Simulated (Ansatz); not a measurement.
# SnO2: the cost of one run

Program: Ansatz 0.2.0. Level of theory: DFT PBE+D3(BJ), scalar-relativistic, plane waves, PAW. These are calculated values, not measurements.

40 further runs of the same task are left out: 40 set aside as unsound or not needed.

## 1. The structure to begin with

Symmetry: R-3m, No. 166, trigonal system. The conventional cell has a = 3.237 Å, b = 3.237 Å, c = 12.873 Å, α = 90.00°, β = 90.00°, γ = 120.00°. Sn (site symmetry -3m) is surrounded by 6 O at 2.12 Å. O (site symmetry 3m) has 3 Sn at 2.12 Å as nearest neighbours.

Structure file:

```cif
data_structure
_symmetry_space_group_name_H-M 'R-3m:H'
_symmetry_Int_Tables_number 166
_cell_length_a 3.2373
_cell_length_b 3.2373
_cell_length_c 12.8725
_cell_angle_alpha 90.000
_cell_angle_beta 90.000
_cell_angle_gamma 120.000
_cell_volume 116.83
loop_
_atom_site_label
_atom_site_type_symbol
_atom_site_symmetry_multiplicity
_atom_site_Wyckoff_symbol
_atom_site_fract_x
_atom_site_fract_y
_atom_site_fract_z
_atom_site_occupancy
Sn1 Sn 3 b 0.66667 0.33333 0.83333 1
O1 O 6 c 0.00000 0.00000 0.75639 1
```

It goes back to an entry of the Materials Project, which need not be the stable form.

This cell was relaxed beforehand with the same method: volume 12.98 Å³/atom, gap on the mesh 1.57 eV.

## 2. Plan of the line

The energy is mapped over two normal modes frozen in (zone-centre modes of the cell shown).

- amplitude of mode 20 (390 cm⁻¹), largest displacement: 9 values from −0.100 to 0.100 Å
- amplitude of mode 26 (448 cm⁻¹), largest displacement: 9 values from −0.138 to 0.138 Å

Nothing else is relaxed (the cell and all other modes fixed). Energies count from the relaxed high-symmetry cell. Points are written as (first, second).

The modes come from a phonon run on the reference cell, made beforehand.

The patterns, per unit of each coordinate (Å):

```csv
atom,x1,y1,z1,x2,y2,z2
Sn1,-0.234,-0.135,0.000,0.000,0.000,0.000
Sn2,-0.233,-0.135,0.000,0.000,0.000,0.000
Sn3,-0.233,-0.134,0.000,0.000,0.000,0.000
Sn4,-0.233,-0.135,-0.001,0.000,0.000,0.000
O5,0.865,0.499,-0.003,0.866,0.500,0.000
O6,0.865,0.500,0.002,0.865,0.499,0.000
O7,0.866,0.499,0.002,0.865,0.500,0.000
O8,0.863,0.498,0.000,-0.865,-0.500,0.000
O9,0.865,0.499,0.000,0.865,0.500,0.000
O10,0.866,0.499,0.000,-0.866,-0.499,-0.001
O11,0.866,0.501,0.000,-0.866,-0.501,-0.001
O12,0.865,0.499,0.001,-0.865,-0.499,0.001
```

## 3. The run at (0.100 Å, −0.138 Å)

File input.yaml:

```yaml
crystal:
  lattice:
    - [3.2373377712, 1.8690778337, 4.2908446647]
    - [-3.2373377712, 1.8690778337, 4.2908446647]
    - [0.0, -3.7381556673, 4.2908446647]
  atoms:
    - { symbol: Sn, position: [0.8599546529, 0.8671910606, 0.8671910603] }
    - { symbol: Sn, position: [0.3600072963, 0.3671776841, 0.8671939443] }
    - { symbol: Sn, position: [0.3600072963, 0.8671939447, 0.3671776838] }
    - { symbol: Sn, position: [0.8599707692, 0.3671903254, 0.367190325] }
    - { symbol: O, position: [0.114373122, 0.6245325987, 0.6245326219] }
    - { symbol: O, position: [0.6144155027, 0.1246014939, 0.6245529853] }
    - { symbol: O, position: [0.6144155027, 0.6245529621, 0.1246015171] }
    - { symbol: O, position: [0.6507646949, 0.5872236821, 0.5872236614] }
    - { symbol: O, position: [0.11439484, 0.1245828975, 0.1245829207] }
    - { symbol: O, position: [0.1508402613, 0.0871440814, 0.5872055098] }
    - { symbol: O, position: [0.1508402613, 0.5872055305, 0.0871440607] }
    - { symbol: O, position: [0.6507783403, 0.0871914647, 0.087191444] }
basis:
  ecutwfc: 520.0
kpoints:
  mp_grid: { grid: [6, 6, 6] }
hamiltonian:
  xc: pbe
  pseudopotentials: { kind: paw, azcp: { folder: soft_1 } }
  dispersion: d3bj
scf:
  occupations: { method: gaussian, width: 0.05 }
output:
  forces: true
  stress: true
  eigenvalues: true
```

Run with:

```bash
ansatz run input.yaml --threads 4 --pin off --max-ram 8192MiB --backend cpu --events-out ev --progress --plain --runs-dir out
```

**Question.** How long does this run take on 4 threads of Intel Xeon 6975P-C (Granite Rapids), shared host, and how much memory does it need?

About 11 s, with a peak of 1 GiB.
